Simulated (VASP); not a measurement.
## Sb: density of states with PBE

Crystal: Sb.

```
Sb
1.0
     0.00000    2.33600    2.33600
     2.33600    0.00000    2.33600
     2.33600    2.33600    0.00000
Sb
1
Direct
  0.00000 0.00000 0.00000
```

This isn't the form of Sb at room conditions, which is rhombohedral.

```
Program                : VASP 6.6.1
Task                   : density of states
Functional             : PBE
Potentials or basis    : VASP PAW PBE potentials, release 64 (Sb)
Cutoff                 : 520 eV
k mesh                 : 9 × 9 × 9
Occupations            : methfessel-paxton, width 0.012 eV
Spin                   : no spin polarisation
Dipole correction      : no
k mesh for the DOS     : 14 × 14 × 14
Further INCAR settings : ALGO = Normal; EDIFF = 1e-06; NBANDS = 8
```

| Quantity | Value |
| --- | --- |
| Valence electrons inside the program's atomic spheres | Sb 2.36 |

Levels at points of the mesh, in eV from the Fermi level:
```
           k point  band 1  band 2  band 3  band 4  band 5
(0.00, 0.00, 0.00)  -13.41    5.69    5.69    5.69   10.09
(0.50, 0.00, 0.00)   -9.35   -6.22    3.86    3.86    8.49
(0.50, 0.50, 0.00)   -7.56   -5.27    0.34    0.34    4.15
```

States per cell in windows of 0.5 eV (zero at the Fermi level; states under -8 eV left out):
```tsv
from (eV)	total	Sb1_p	Sb1_d	Sb1_s
-8.0	0.24	0.00	0.00	0.16
-7.5	0.03	0.00	0.00	0.02
-7.0	0.00	0.00	0.00	0.00
-6.5	0.00	0.00	0.00	0.00
-6.0	0.07	0.02	0.00	0.00
-5.5	0.14	0.04	0.00	0.01
-5.0	0.24	0.08	0.00	0.01
-4.5	0.38	0.12	0.00	0.02
-4.0	0.29	0.09	0.00	0.03
-3.5	0.22	0.07	0.00	0.02
-3.0	0.26	0.08	0.00	0.02
-2.5	0.25	0.08	0.00	0.02
-2.0	0.25	0.08	0.00	0.02
-1.5	0.28	0.10	0.01	0.02
-1.0	0.29	0.10	0.01	0.02
-0.5	0.32	0.12	0.01	0.01
0.0	0.38	0.15	0.01	0.01
0.5	0.40	0.16	0.01	0.01
1.0	0.35	0.15	0.01	0.01
1.5	0.33	0.14	0.01	0.01
2.0	0.32	0.14	0.01	0.01
2.5	0.31	0.15	0.01	0.01
3.0	0.28	0.14	0.01	0.00
3.5	0.24	0.13	0.01	0.00
4.0	0.17	0.09	0.01	0.00
4.5	0.20	0.08	0.02	0.01
5.0	0.23	0.06	0.03	0.01
5.5	0.20	0.02	0.04	0.01
6.0	0.24	0.02	0.05	0.01
6.5	0.31	0.02	0.06	0.01
7.0	0.40	0.04	0.08	0.01
7.5	0.46	0.05	0.09	0.01
```

Wall time 24 s on 1 thread of Intel(R) Xeon(R) Platinum 8375C CPU @ 2.90GHz (Ice Lake) (shared host), peak memory 0.15 GiB.

 The run has no spin-orbit coupling, so splittings on Sb are missing.
